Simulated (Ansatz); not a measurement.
Ansatz input

```yaml
crystal:
  lattice:
    - [-1.6190647317, 1.6612413018, 2.5247668895]
    - [1.6612413018, -1.6190647317, 2.5247668895]
    - [1.5669312593, 1.5669312593, -2.4970526358]
  atoms:
    - { symbol: In, position: [0.0, 0.0, 0.0] }
hamiltonian:
  xc: r2scanh
  pseudopotentials:
    kind: paw
    azcp:
      In: "pseudopotentials/In.paw.azcp"
basis:
  ecutwfc: 500
  fft_grid_basis: typed
kpoints:
  mp_grid: { grid: [6, 6, 7], shift: [0, 0, 0] }
magnetization:
  spin_polarized: false
scf:
  occupations: { method: fermi_dirac, width: 0.1 }
```

Output

```
Engine: ansatz 0.2.0, aarch64-unknown-linux-gnu
Pseudopotentials: kind: paw
Pseudopotential: In, paw, valence charge 13, recommended cutoff 500 eV (meta_gga) 
Functional definition: r2SCANh
  parameter a = 0.1
  parameter k0 = 0.174
  parameter k1 = 0.065
  parameter a1 = 4.9479
  exchange = (1 - a)*r2scan_x(k0 = k0, k1 = k1, a1 = a1) + a*exact_x
  correlation = r2scan_c
Crystal: 1 atoms, lattice volume = 26.300 Å³
Basis set: ecut = 500 eV, 673 PW (Γ), exchange–correlation on 108×108×100 points (64 copies of the dense FFT grid, shifted against one another)
Bands: 11, of which v1, the nominal top of the filled ones, is band 7 counted from 1 (6 counted from 0)
Symmetry: 4 space group operations
Space group: C2/m (ITA 12), of the structure as read, at distance tolerance 3.0e-5 Å
k-points: 76 of 252
Non-local potential: In, projectors of the file, l = 0: 2, l = 1: 2, l = 2: 2, l = 3: 2
PAW form: soft (Blöchl's): semilocal exchange-correlation on the pseudo side does not see the compensation charge
PAW frozen core: In, regenerated for the run's functional, and the local potential with it (the file was generated under x = pbe(κ = 0.804, μ = 0.2195149727645171), c = pbe(β = 0.06672455060314922))
PAW one-centre angular grid: In, 590 points (default); XC on 289 of its mesh's 2783 points in the sphere
Initial density: superposition of atomic densities (neutral atoms: chi_scale 0, normalization atom), corrected by the library's trained network
Initial wavefunctions: pseudopotential atomic-orbital guess
Functional: x = r2scan, c = r2scan; τ floored in thin density (d = 2e-4 eV/Å³), warm-up for x = 0.9 r2scan + 0.1 exact, c = r2scan; τ floored in thin density (d = 2e-4 eV/Å³)
SCF iter   1: F=—  HF=-5611.837512 eV  |F-HF|=—  |Δ(HF+E_count)|=         —  Δρ=8.00e-3  dr2=8.98e-3  dr2_τ=1.30e-3  ethr=1.77e-3  ⟨swp⟩=10.8  Hψ=4385  notcnv=0
SCF iter   2: F=—  HF=-5611.841794 eV  |F-HF|=—  |Δ(HF+E_count)|=   4.28e-3  Δρ=3.61e-3  dr2=1.87e-3  dr2_τ=8.05e-5  ethr=6.91e-5  ⟨swp⟩=3.0  Hψ=1835  notcnv=0  defer=3
iter 3 solved again at ethr=2.52e-7 eV; its pass at ethr=1.44e-5 eV (dr2=3.28e-5 eV) is discarded
SCF iter   3: F=—  HF=-5611.841887 eV  |F-HF|=—  |Δ(HF+E_count)|=   9.23e-5  Δρ=4.79e-4  dr2=3.46e-5  dr2_τ=3.78e-6  ethr=2.52e-7  ⟨swp⟩=4.2  Hψ=3791  notcnv=0  defer=1
SCF iter   4: F=—  HF=-5611.841905 eV  |F-HF|=—  |Δ(HF+E_count)|=   1.87e-5  Δρ=6.63e-5  dr2=1.37e-6  dr2_τ=3.52e-7  ethr=2.52e-7  ⟨swp⟩=3.0  Hψ=1478  notcnv=0  defer=1
SCF iter   5: F=—  HF=-5611.841906 eV  |F-HF|=—  |Δ(HF+E_count)|=   6.96e-7  Δρ=2.99e-5  dr2=1.16e-7  dr2_τ=2.19e-8  ethr=1.06e-8  ⟨swp⟩=3.8  Hψ=1914  notcnv=0  defer=1
SCF iter   6: F=—  HF=-5611.841906 eV  |F-HF|=—  |Δ(HF+E_count)|=   1.47e-7  Δρ=4.71e-6  dr2=5.80e-9  dr2_τ=6.42e-11  ethr=8.96e-10  ⟨swp⟩=3.9  Hψ=1736  notcnv=0  defer=1
SCF iter   7: F=-5611.841906 eV  HF=-5611.841906 eV  |F-HF|=3.18e-11  |Δ(HF+E_count)|=   7.59e-9  Δρ=4.23e-7  dr2=6.80e-11  dr2_τ=9.71e-12  ethr=4.46e-11  ⟨swp⟩=4.0  Hψ=2106  notcnv=0  defer=1
SCF 1 converged in 7 iterations: F = -5611.841906 eV  dr2 = 6.80e-11
Initial density: handed on by an earlier stage of this run
Initial wavefunctions: those handed on with the density
Functional: x = 0.9 r2scan + 0.1 exact, c = r2scan; τ floored in thin density (d = 2e-4 eV/Å³)
Frozen-core exchange: fock
iter 1 solved again at ethr=6.28e-7 eV; its pass at ethr=1.00e-1 eV (dr2=8.16e-5 eV) is discarded
SCF iter   1: F=—  HF=-5611.740621 eV  |F-HF|=—  |Δ(HF+E_count)|=         —  Δρ=1.30e-3  dr2=2.97e-4  dr2_τ=1.07e-5  ethr=6.28e-7  ⟨swp⟩=5.9  Hψ=4918  notcnv=0
eigensolver tolerance schedule calibrated: the retry pair's looser diagonalisation under-reported the residual by θ = 0.70 (0.13/decade); ethr = c·dr2/N_el runs at the constant in force after the calibration composes with the one it found (an armed cap, an earlier calibration), c = 5.5e-2
SCF iter   2: F=—  HF=-5611.741081 eV  |F-HF|=—  |Δ(HF+E_count)|=   4.60e-4  Δρ=5.30e-4  dr2=4.40e-5  dr2_τ=2.38e-6  ethr=6.28e-7  ⟨swp⟩=4.0  Hψ=1964  notcnv=0
SCF iter   3: F=—  HF=-5611.741143 eV  |F-HF|=—  |Δ(HF+E_count)|=   6.22e-5  Δρ=1.34e-4  dr2=3.32e-6  dr2_τ=7.07e-8  ethr=1.79e-7  ⟨swp⟩=4.0  Hψ=1573  notcnv=0
SCF iter   4: F=—  HF=-5611.741149 eV  |F-HF|=—  |Δ(HF+E_count)|=   6.19e-6  Δρ=4.30e-5  dr2=3.33e-7  dr2_τ=4.99e-9  ethr=1.38e-8  ⟨swp⟩=4.1  Hψ=2777  notcnv=0  defer=2
SCF iter   5: F=-5611.741149 eV  HF=-5611.741149 eV  |F-HF|=1.80e-9  |Δ(HF+E_count)|=   1.04e-7  Δρ=6.39e-6  dr2=1.32e-8  dr2_τ=1.06e-10  ethr=1.36e-9  ⟨swp⟩=4.1  Hψ=2310  notcnv=0  defer=4
SCF 2 converged in 5 iterations: F = -5611.741149 eV  dr2 = 1.32e-8
hybrid outer 1: dexx = +2.425e-4 eV, tail = 1.06e-7 eV
Frozen-core exchange: fock
SCF iter   1: F=—  HF=-5611.741147 eV  |F-HF|=—  |Δ(HF+E_count)|=         —  Δρ=1.37e-5  dr2=3.02e-8  dr2_τ=4.79e-10  ethr=7.69e-9  ⟨swp⟩=5.2  Hψ=2355  notcnv=0
iter 2 solved again at ethr=1.66e-11 eV; its pass at ethr=2.29e-10 eV (dr2=2.16e-9 eV) is discarded
SCF iter   2: F=-5611.741147 eV  HF=-5611.741147 eV  |F-HF|=1.81e-9  |Δ(HF+E_count)|=   1.52e-9  Δρ=3.63e-6  dr2=2.28e-9  dr2_τ=2.25e-10  ethr=1.66e-11  ⟨swp⟩=2.9  Hψ=3262  notcnv=0  defer=7
SCF 3 converged in 2 iterations: F = -5611.741147 eV  dr2 = 2.28e-9
hybrid outer 2: dexx = +2.840e-9 eV, tail = 6.00e-9 eV, Δε = 4.89e-4 eV (about 1.49e-4 eV left of the loop's levels)
hybrid SCF converged: 2 outer / 7 inner (+7 warm-up), last move |dexx| = 2.84e-9 eV, tail = 6.00e-9 eV
Stability not checked: this state was not tested for a lower state beside it, because the functional holds exact exchange (a hybrid, or Hartree-Fock), whose exchange loop this test does not read (fock_operator; see scf.lower_state_search)
Free energy (F): -5611.741147 eV
Frozen-core exchange: fock
Harris-Foulkes:  -5611.741147 eV  (|F-HF|=1.81e-9)
Internal energy: -5611.731158 eV  (E = F + TS)
E sigma→0 (E₀):  -5611.736153 eV
Entropy (-TS):   -0.009989 eV (-9.989 meV/atom)
Fermi energy:    10.250358 eV
--- Per-component energies (eV) ---
  E_band       = -42.176748
  E_kinetic    = 241.356589
  E_local      = -1081.013712  (includes V_loc(G=0)·N_el)
  E_nonlocal   = 366.349263
  E_hartree    = 425.029168
  E_xc         = -183.227947
  E_vxc        = -97.737503  (∫ρ·V_xc dr)
  E_exx        = -14.932015  (= α·E_x^exact, valence–valence)
  E_paw        = -4184.944923  (= ΣΔE_a)
  E_vpaw       = -298.165737  (= ΣTr[D̂ρ^β])
  E_aug_tail   = 0.000008  (compensation charges beyond the density's cutoff)
  E_vtau       = 6.839344  (kinetic-family band-sum trace: ∫τ·v_τ [+ j·A + Jᵃ·Aᵃ] dr)
  E_ewald      = -1181.391556
  E_core_change = 1.043966  (= ΣΔE_core)
  E_smearing   = -0.009989  (= −TS)
  E_closure    = -0.000000  (closes the sum)
  Σ components = -5611.741147   (vs F -5611.741147, Δ=9.09e-13)
--- Band table (eV; the first three rows and the last of 76) ---
  k-point 0: bands = ["-6.1759", "-6.0383", "-5.9923", "-5.9695", "-5.8223", "-0.5086", "21.4376", "21.6509", "22.1879"]
  k-point 1: bands = ["-6.0839", "-6.0418", "-5.9857", "-5.9426", "-5.8646", "0.2125", "18.7451", "19.0382", "19.8498"]
  k-point 2: bands = ["-6.1634", "-6.0450", "-5.8617", "-5.8516", "-5.8243", "2.4162", "15.6476", "16.1477", "16.6578"]
  k-point 75: bands = ["-6.3144", "-6.1762", "-5.7508", "-5.7241", "-5.7162", "6.6558", "7.0194", "14.7070", "14.7527"]
  guard bands above this table: 2 of the run's 11 bands. The solve was not asked for them (output.publish_guard_bands: true or output.eigenvalues: true publishes all)
```
